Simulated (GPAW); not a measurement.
The system is SnO.

```
CELL_PARAMETERS angstrom
3.81370 0.00000 0.00000
0.00000 3.81370 0.00000
0.00000 0.00000 4.88691
ATOMIC_POSITIONS crystal
Sn 0.50000 0.00000 0.76463
Sn 0.00000 0.50000 0.23537
O 0.00000 0.00000 0.00000
O 0.50000 0.50000 0.00000
```

The cell is a database's computed one.

| Property | Result |
| --- | --- |
| Program | GPAW 26.7.0 |
| Task | relaxation of cell and atoms |
| Functional | PBEsol |
| Dispersion | D3 |
| Potentials or basis | PAW data sets generated in the run's folder for this functional |
| Cutoff | 800 eV |
| Basis | pw |
| k mesh | 5 × 5 × 4 |
| Occupations | fermi-dirac, width 0.05 eV |
| Spin | no spin polarisation |

At the start: pressure -2.2 GPa; volume 17.77 Å³/atom.

Q: How do energy, volume and symmetry change on relaxing?

A: Over 12 steps the energy falls by 9.2 meV/atom and the volume is 16.46 Å³/atom (-7.4 %); space group P4/nmm (No. 129, to 0.05 Å).

The path:
```tsv
step	energy change (eV)	largest force (eV/Å)	pressure (GPa)	volume (Å³)
1	0.0000	0.0240	-2.17	71.08
2	-0.0023	0.0525	-1.97	70.89
3	-0.0155	0.3000	0.26	68.82
4	-0.0178	0.2646	0.37	68.49
5	-0.0231	0.0218	0.13	67.47
6	-0.0238	0.0314	-0.01	67.31
7	-0.0255	0.1202	-0.23	66.93
8	-0.0283	0.1985	-0.41	66.41
9	-0.0324	0.2190	-0.49	65.86
10	-0.0355	0.1354	-0.35	65.67
11	-0.0368	0.0360	-0.11	65.77
12	-0.0369	0.0018	-0.01	65.83
```

Final structure:
```
Sn O
1.0
     3.77793    0.00000    0.00000
     0.00000    3.77793    0.00000
     0.00000    0.00000    4.61213
Sn O
2 2
Direct
  0.50000 0.00000 0.75002
  0.00000 0.50000 0.24998
  0.00000 0.00000 0.00000
  0.50000 0.50000 0.00000
```

Caveat: later steps reuse the first step's grids; pairwise dispersion overbinds metals, which lowers pressure and volume.
